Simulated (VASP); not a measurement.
BaTiO3:

```
Ba Ti O
1.0
     2.82737    1.63238    2.31839
    -2.82737    1.63238    2.31839
     0.00000   -3.26476    2.31839
Ba Ti O
1 1 3
Direct
  0.00000 0.00000 0.00000
  0.48450 0.48450 0.48450
  0.50860 0.50860 0.01750
  0.01750 0.50860 0.50860
  0.50860 0.01750 0.50860
```

```yaml
Program: VASP 6.6.1
Task: relaxation of cell and atoms
Functional: r2SCAN
Potentials_or_basis: VASP PAW PBE potentials, release 64 (Ba_sv, Ti_sv, O)
Cutoff: 600 eV
k_mesh: 9 × 9 × 7
Occupations: gaussian, width 0.03 eV
Spin: no spin polarisation
```

At the start: pressure 3.7 GPa; volume 12.84 Å³/atom.

Problem. How do energy, volume and symmetry change on relaxing?

Solution. Over 13 steps the energy falls by 3.4 meV/atom and the volume is 13.14 Å³/atom (+2.3 %); space group R3m (No. 160, to 0.05 Å).

Step by step:
| step | energy change (eV) | largest force (eV/Å) | pressure (GPa) | volume (Å³) |
| --- | --- | --- | --- | --- |
| 1 | 0.0000 | 0.2545 | 3.73 | 64.20 |
| 2 | 0.0082 | 0.3038 | -4.19 | 67.02 |
| 3 | -0.0155 | 0.0903 | 0.03 | 65.44 |
| 4 | -0.0155 | 0.0907 | 0.07 | 65.41 |
| 5 | -0.0162 | 0.0612 | 0.10 | 65.48 |
| 6 | -0.0166 | 0.0392 | 0.07 | 65.55 |
| 7 | -0.0167 | 0.0461 | 0.08 | 65.58 |
| 8 | -0.0169 | 0.0339 | -0.11 | 65.69 |
| 9 | -0.0169 | 0.0241 | -0.27 | 65.78 |
| 10 | -0.0169 | 0.0294 | -0.18 | 65.73 |
| 11 | -0.0169 | 0.0273 | 0.22 | 65.63 |
| 12 | -0.0170 | 0.0052 | 0.05 | 65.67 |
| 13 | -0.0170 | 0.0046 | 0.03 | 65.68 |

Final structure:
```yaml
crystal:
  lattice:
    - [2.84896, 1.64485, 2.33585]
    - [-2.84896, 1.64485, 2.33585]
    - [0.00000, -3.28970, 2.33585]
  atoms:
    - { symbol: Ba, position: [0.99752, 0.99752, 0.99752] }
    - { symbol: Ti, position: [0.48434, 0.48434, 0.48434] }
    - { symbol: O, position: [0.50925, 0.50925, 0.01884] }
    - { symbol: O, position: [0.01884, 0.50925, 0.50925] }
    - { symbol: O, position: [0.50925, 0.01884, 0.50925] }
```

Caveat: the PAW data sets were made with another functional, which shifts forces and pressure a little.
